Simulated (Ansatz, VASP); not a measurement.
Given: the input of a run of VASP 6.6.1 on GaSb.

Contents of INCAR:

```
SYSTEM = GaSb
PREC     = Accurate       ! precision mode
ENCUT    = 520            ! plane-wave cutoff, eV
EDIFF    = 1E-8           ! SCF threshold, eV
ISMEAR   = -1             ! smearing method
SIGMA    = 0.05           ! smearing width, eV
LREAL    = .FALSE.        ! projectors in reciprocal space
LASPH    = .TRUE.         ! aspherical terms in the spheres
NELM     = 100            ! most SCF steps
ALGO     = Normal         ! electronic algorithm
ISIF     = 2              ! what is computed and relaxed
LWAVE    = .FALSE.        ! write WAVECAR
LCHARG   = .FALSE.        ! write CHGCAR
GGA      = PE             ! functional
LEFG     = .TRUE.       
NBANDS   = 16             ! bands
```

File KPOINTS:

```
regular mesh
0
G
  10 10 10
  0 0 0
```

File POSCAR:

```
GaSb
1.0
   -2.7534340000      2.7534340000      1.5907070000
    2.7534340000     -2.7534340000      1.5907070000
    2.7534340000      2.7534340000     -1.5907070000
Sb Ga
1 1
Direct
    0.0000000000      0.0000000000      0.0000000000
    0.7500000000      0.2500000000      0.5000000000
```

Potentials or basis: VASP PAW PBE potentials, release 64 (Sb, Ga_d).

Command:

```sh
$ cat potpaw_PBE.64/Sb/POTCAR potpaw_PBE.64/Ga_d/POTCAR > POTCAR
$ mpirun -np 1 vasp_std > vasp.out
```

Problem. Translate it to Ansatz 0.2.0. Potentials there: all-electron PAW datasets made for the crystal.

Solution. As run (the cutoff follows the program's own potentials):

The input input.yaml:

```yaml
crystal:
  lattice:
    - [-2.753434, 2.753434, 1.590707]
    - [2.753434, -2.753434, 1.590707]
    - [2.753434, 2.753434, -1.590707]
  atoms:
    - { symbol: Sb, position: [0.0, 0.0, 0.0] }
    - { symbol: Ga, position: [0.75, 0.25, 0.5] }
kpoints:
  mp_grid: { grid: [10, 10, 10] }
scf:
  occupations: { method: fermi_dirac, width: 0.05 }
hamiltonian:
  xc: pbe
  pseudopotentials: { kind: all_electron, datasets: crystal }
output:
  forces: true
  stress: true
  eigenvalues: true
  efg: {}
```

Potentials or basis: all-electron PAW datasets made for the crystal.

Command:

```console
$ ansatz run input.yaml --threads 1 --pin off --max-ram 3072MiB --backend cpu --events-out ev --progress --plain --runs-dir out
```

Both were run:

|  | VASP | Ansatz | Ansatz less VASP |
| --- | --- | --- | --- |
| gap on the k mesh at the Fermi level (eV) | none | none | - |
| pressure (GPa) | 0.2 | 0.2 | -0.01 |
| largest component of the traceless stress (GPa) | 0.65 | 0.61 | -0.040 |
| Vzz of the field gradient on the site that differs most (V/Å²) | 125.2 | 131.7 | +6.52 |

A gap of «none» marks a metal or a gap that the smearing closes. Ansatz ran all-electron here, so the differences hold the error of VASP's frozen core and of both bases.

The runs have no spin-orbit coupling, so splittings on Sb are missing.
